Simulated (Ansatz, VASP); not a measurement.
## GaSb in VASP and in Ansatz

```xyz
2
Lattice="0.0000 3.1069 3.1069 3.1069 0.0000 3.1069 3.1069 3.1069 0.0000" Properties=species:S:1:pos:R:3 pbc="T T T"
Ga    0.0000    0.0000    0.0000
Sb    1.5535    1.5535    1.5535
```

Alike in both runs: functional PBE; k mesh 12 × 12 × 12; occupations gaussian, width 0.1 eV; no spin polarisation.

Ansatz relaxed the structure, and its values are those at the end. VASP's run is a single point on that final structure, the one shown.

|  | VASP | Ansatz |
| --- | --- | --- |
| version | VASP 6.6.1 | Ansatz 0.2.0 |
| potentials or method | VASP PAW PBE potentials, release 64 (Ga_d, Sb) | scalar-relativistic, plane waves, PAW |
| plane-wave cutoff (eV) | 520 | 420 |
| valence electrons in the cell | 18 | 28 |

|  | VASP | Ansatz | Ansatz less VASP |
| --- | --- | --- | --- |
| gap on the k mesh at the Fermi level (eV) | none | none | - |
| pressure (GPa) | 0.1 | 0.0 | -0.07 |

A gap of «none» marks a metal or a gap that the smearing closes. With one functional, cell and mesh, what is left measures potentials, basis and numerics. The two sets of potentials don't hold the same shells in valence.

Caveats: this crystal is a semiconductor, whose small gap the functional closes, so the metal is an error of the method. Spin-orbit coupling is left out, which matters for the levels of Sb.
